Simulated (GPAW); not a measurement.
# CoO (R3m) in GPAW: single point with PBE+U

Aim: the single point of CoO with PBE+U.

All numbers are computed with GPAW 26.7.0; they aren't measurements. Logs are shortened: lines on timing, memory, paths and dates and some standing lists are left out, and cuts for length are marked. The log counts tension as positive stress, the text compression.

## Step 1: The structure

The structure is trigonal, space group R3m (No. 160). Conventional cell: a = 3.204 Å, b = 3.204 Å, c = 7.699 Å, α = 90.00°, β = 90.00°, γ = 120.00°. Co (site symmetry 3m) is surrounded by 4 O at 1.91 to 1.96 Å. O (site symmetry 3m) is surrounded by 4 Co at 1.91 to 1.96 Å.

Measurements of this composition are mostly on another form, of space group No. 225.

## Step 2: Single point, PBE+U, collinear spin, ferromagnetic start

The input, run.py:

```python
from ase.dft.bandgap import bandgap
from ase.io import write
from ase.spacegroup import crystal
from ase.units import GPa
from gpaw import GPAW, PW

# Co 3a
# O 3a
atoms = crystal(['Co', 'O'],
                basis=[[0.3333333333, 0.6666666667, 0.6656449867],
                       [0.3333333333, 0.6666666667, 0.4176876967]],
                spacegroup=160, setting=1,  # R3m
                cellpar=[3.20443968, 3.20443968, 7.69941267, 90.0, 90.0, 120.0],
                primitive_cell=True)
atoms.set_initial_magnetic_moments([3.0, 0.0])

calc = GPAW(mode=PW(550),
            xc='PBE',
            kpts={'size': (8, 8, 8), 'gamma': True},
            occupations={'name': 'fermi-dirac', 'width': 0.05},
            setups={'Co': ':d,2.0'},
            nbands=17,
            maxiter=120,
            txt='gpaw.txt')
atoms.calc = calc
energy = atoms.get_potential_energy()
forces = atoms.get_forces()
stress = atoms.get_stress()
calc.write('gs.gpw')
write('result.traj', atoms)
print(f'Energy: {energy:.6f} eV')
print('Forces (eV/A):')
print(forces.round(4))
print('Stress (GPa):', (stress / GPa).round(3))
print('Moments:', calc.get_magnetic_moments().round(3))
print('Fermi level:', round(calc.get_fermi_level(), 4), 'eV')
print(f'Gap: {bandgap(calc)[0]:.4f} eV, direct: {bandgap(calc, direct=True)[0]:.4f} eV')
```

Potentials or basis: GPAW PAW data sets (gpaw-data 1.2.1), pw.

Launch:

```sh
$ OMP_NUM_THREADS=1 python run.py
```

gpaw.txt:

```text
__  _  _
 | _ |_)|_||  |
 |__||  | ||/\| - 26.7.0

Input parameters:
  mode=PW(ecut=550.0),
  kpts=MonkhorstPack(size=(8, 8, 8), gamma=True),
  maxiter=120,
  nbands=17,
  occupations=Occupations(name='fermi-dirac', width=0.05),
  setups={'Co': ':d,2.0'},
  xc=XC(name='PBE')

Diagonalizing LCAO Hamiltonian
Converting LCAO to pw mode

       Co

       O

Atoms  # Å, Bohr magnetons
|   | symbol |         x |        y |        z |    initial magnetic moments |
|---|--------|-----------|----------|----------|-----------------------------|
| 0 |     Co | -0.000000 | 0.000000 | 7.691546 | ( 0.0000,  0.0000,  3.0000) |
| 1 |      O | -0.000000 | 0.000000 | 5.782421 | ( 0.0000,  0.0000,  0.0000) |

Unit cell  # Å
| periodic |         x |         y |        z |  lengths |    angles |
|----------|-----------|-----------|----------|----------|-----------|
|      yes |  1.602220 |  0.925042 | 2.566471 | 3.163793 | 60.851823 |
|      yes | -1.602220 |  0.925042 | 2.566471 | 3.163793 | 60.851823 |
|      yes | -0.000000 | -1.850084 | 2.566471 | 3.163793 | 60.851823 |

Number of symmetries: 6
Symmetry operations  # r_c * U_cc + t_c -> r_c
|   | kind |            matrix            |
|---|------|------------------------------|
| 0 |  E   |  1, 0, 0,  0, 1, 0,  0, 0, 1 |
| 1 |  σ   |  1, 0, 0,  0, 0, 1,  0, 1, 0 |
| 2 |  σ   |  0, 1, 0,  1, 0, 0,  0, 0, 1 |
| 3 |  C3  |  0, 1, 0,  0, 0, 1,  1, 0, 0 |
| 4 |  C3  |  0, 0, 1,  1, 0, 0,  0, 1, 0 |
| 5 |  σ   |  0, 0, 1,  0, 1, 0,  1, 0, 0 |

BZ-sampling:
  Number of BZ points: 512
  Number of IBZ points: 65

  Monkhorst-Pack size: [8, 8, 8]
  Monkhorst-Pack shift: [0.0625, 0.0625, 0.0625]

K-points  # in reciprocal-cell coordinates
|     |                                coordinates |     weight |
|-----|--------------------------------------------|------------|
|   0 | (  0.00000000,   0.00000000,   0.00000000) | 0.00195312 |
|   1 | (  0.12500000,   0.00000000,  -0.12500000) | 0.01171875 |
|   2 | (  0.12500000,   0.00000000,   0.00000000) | 0.01171875 |
|   3 | (  0.12500000,   0.12500000,  -0.12500000) | 0.01171875 |
|   4 | (  0.12500000,   0.12500000,   0.00000000) | 0.01171875 |
|   5 | (  0.12500000,   0.12500000,   0.12500000) | 0.00390625 |
|   6 | (  0.25000000,  -0.12500000,  -0.12500000) | 0.01171875 |
|   7 | (  0.25000000,   0.00000000,  -0.25000000) | 0.01171875 |
|   8 | (  0.25000000,   0.00000000,  -0.12500000) | 0.02343750 |
|   9 | (  0.25000000,   0.00000000,   0.00000000) | 0.01171875 |
| ... |                                            |            |
|  64 | (  0.50000000,   0.50000000,   0.50000000) | 0.00195312 |

Plane wave coefficients: 679
Cutoff: 550.0 eV

Spin-components: 2 (collinear spins)
Bands:           17
Projectors:      11
Spin-degeneracy: 1
Datatype:        complex128

Parallelization:
  kpt:    1
  domain: 1
  band:   1

Density:
  Valence electrons: 15.0
  Components: 2
  Grid points: [18 18 18]
  Charge: 0.0  # |e|

Potential:
  Grid points: [18 18 18]

species:
  Co:
    name:    Cobalt
    Z:       27.0
    valence: 9
    core:    18
    charge:  0.0  # [|e|]
    Hubbard: {U: 2.0,  # eV
              l: 2,
              scale: True}
    compensation charges:
      type: gauss
      rc: 0.32  # [Å]
      lmax: 2
    cutoffs:
      filter: 1.87  # [Å]
      core: 2.55  # [Å]
    projectors
    | kind |    occ | energy [eV] | rcut [Å] |
    |------|--------|-------------|----------|
    |   4s |  2.000 |      -5.469 |    1.005 |
    |   4p |  0.000 |      -1.277 |    1.058 |
    |   3d |  7.000 |      -8.205 |    1.005 |
    |    s |        |      21.742 |    1.005 |
    |    p |        |      25.934 |    1.058 |
    |    d |        |      19.007 |    1.005 |

    Using partial waves for Co as LCAO basis

  O:
    name:    Oxygen
    Z:       8.0
    valence: 6
    core:    2
    charge:  0.0  # [|e|]
    compensation charges:
      type: gauss
      rc: 0.21  # [Å]
      lmax: 2
    cutoffs:
      filter: 1.17  # [Å]
      core: 0.83  # [Å]
    projectors
    | kind |    occ | energy [eV] | rcut [Å] |
    |------|--------|-------------|----------|
    |   2s |  2.000 |     -23.961 |    0.688 |
    |   2p |  4.000 |      -9.029 |    0.598 |
    |    s |        |       3.251 |    0.688 |
    |    p |        |      18.182 |    0.598 |
    |    d |        |       0.000 |    0.619 |

    Using partial waves for O as LCAO basis

Reference energy: -39943.562207  # eV

eigensolver:
  PPCG
  Converge bands: occupied
  niter=2

density mixing:
  MSR1-Mixer
  Pratt-step length: 0.05
  Maximum mixing coefficient: 0.75
  Old densities: 10
  SVD Regularization: 0.005
  Good broyden scale: 1.0
  Trust region scale: 1.0
  Backstep threshold: 4.0
  History deletion threshold: 6.0
  Fourier metric: weight=20.0, sigma=0.015

occupation numbers:
  Fermi-Dirac:
    width: 0.0500  # eV

poisson solver:
  ecut: 4400.0  # eV

xc functional:
  name: PBE with 2 nearest neighbor stencil

convergence criteria:
- Maximum [total energy] change in last 3 cyles: 0.0005 eV / valence electron
- Maximum integral of absolute [dens]ity change: 0.0001 electrons / valence electron
- Maximum integral of absolute [eigenst]ate change: 4e-08 eV^2 / valence electron
maximum number of iterations: 120

SCF iterations
|iter     | |      energy | eigst |  dens |  magmom |
|---------|-|-------------|-------|-------|---------|
|iter:   1| |  -14.120528 | -0.14 |       |  +3.0023|
|iter:   2| |  -13.854274 | -2.01 | -0.85 |  +3.0024|
|iter:   3| |  -13.387582 | -1.77 | -0.89 |  +3.0014|
|iter:   4| |  -13.571840 | -2.69 | -1.30 |  +3.0016|
|iter:   5| |  -13.792956 | -2.62 | -1.52 |  +3.0003|
|iter:   6| |  -13.888515 | -2.95 | -1.73 |  +2.9815|
|iter:   7| |  -13.924691 | -2.82 | -1.84 |  +2.9697|
|iter:   8| |  -13.925232 | -3.68 | -2.10 |  +2.9823|
|iter:   9| |  -13.926519c| -4.33 | -2.51 |  +2.9956|
|iter:  10| |  -13.926596c| -5.30 | -3.05 |  +2.9964|
|iter:  11| |  -13.926608c| -6.26 | -3.62 |  +2.9959|
|iter:  12| |  -13.926606c| -6.71 | -3.76 |  +2.9948|
|iter:  13| |  -13.926604c| -7.55c| -4.28c|  +2.9948|

Converged in 13 steps
Energy contributions relative to reference atoms: (reference = -39943.562207)

Energy contributions:
  Kinetic:          37.020988
  Coulomb:         -31.849095
  Zero:              0.014649
  External:          0.000000
  Xc:              -19.112615
  Entropy:          -0.001064
  Spinorbit:         0.000000
  ----------------------------
  Free energy:     -13.927136
  Extrapolated:    -13.926604

dipole moment: (-0.000000, 0.000000, 22.188696)  # |e|*Ang

Total magnetic moment: (0.000000, 0.000000, 2.994823)

Local magnetic moments
|        x |        y |        z |
|----------|----------|----------|
| 0.000000 | 0.000000 | 2.546459 |  # Co   0
| 0.000000 | 0.000000 | 0.183641 |  # O    1

Fermi level: 6.807
Eigenvalues  # (at kpt = [0.000, 0.000, 0.000])
| band index |      eig [eV] | occ [0-1] |      eig [eV] | occ [0-1] |
|------------|---------------|-----------|---------------|-----------|
|          0 |       -12.963 |     1.000 |       -12.533 |     1.000 |
|          1 |         0.205 |     1.000 |         2.246 |     1.000 |
|          2 |         0.268 |     1.000 |         2.302 |     1.000 |
|          3 |         0.269 |     1.000 |         2.304 |     1.000 |
|          4 |         3.873 |     1.000 |         5.506 |     1.000 |
|          5 |         3.873 |     1.000 |         5.509 |     1.000 |
|          6 |         6.694 |     0.906 |         7.601 |     0.000 |
|          7 |         6.694 |     0.905 |        10.569 |     0.000 |
|          8 |         6.753 |     0.744 |        10.573 |     0.000 |
|          9 |         6.883 |     0.178 |        10.657 |     0.000 |
|         10 |        20.696 |     0.000 |        21.226 |     0.000 |
|         11 |        20.696 |     0.000 |        21.227 |     0.000 |
|         12 |        21.274 |     0.000 |        21.814 |     0.000 |
|         13 |        26.534 |     0.000 |        27.484 |     0.000 |
|         14 |        26.534 |     0.000 |        27.799 |     0.000 |
|        ... |               |           |               |           |
|         16 |        27.111 |     0.000 |        28.115 |     0.000 |

Gap: 0.130 eV
Transition (v -> c):
  (s=0, k=0, n=8, [0.00, 0.00, 0.00]) -> (s=0, k=0, n=9, [0.00, 0.00, 0.00])
No difference between direct/indirect transitions

Forces  # eV/Ang
|        x |        y |        z |
|----------|----------|----------|
| -0.00000 | -0.00000 |  0.44756 |  # Co   0
|  0.00000 |  0.00000 | -0.44779 |  # O    1

Stress tensor  # eV/Ang^3
|         x |         y |         z |
|-----------|-----------|-----------|
| -0.003149 |  0.000000 |  0.000000 |
| -0.000000 | -0.003149 |  0.000000 |
|  0.000000 |  0.000000 | -0.051237 |

# Writing to gs.gpw (mode='')
```

stdout:

```text
Energy: -13.926604 eV
Forces (eV/A):
[[-0.     -0.      0.4476]
 [ 0.      0.     -0.4478]]
Stress (GPa): [-0.505 -0.505 -8.209  0.     0.     0.   ]
Moments: [2.546 0.184]
Fermi level: 6.8066 eV
Gap: 0.1296 eV, direct: 0.1296 eV
```

It took 38 s on 1 thread of Arm Neoverse V2, shared host; peak memory 0.16 GiB.

The run converged, but some of its settings lie outside the range that counts as converged, so its numbers aren't taken as properties of the crystal.

What came out:

- Free energy: -13.9271 eV
- Pressure: 3.1 GPa
- Largest force: 0.448 eV/Å
- Band gap on the k mesh: 0.13 eV, direct
- Net moment: 2.99 μB per cell
- Site moments: Co +2.55; O +0.18 μB

Caveat: the cutoff is short for stress and forces, so pressures can be off by a GPa or more; a cell with one magnetic atom can't hold antiferromagnetic order, which such compounds often take.
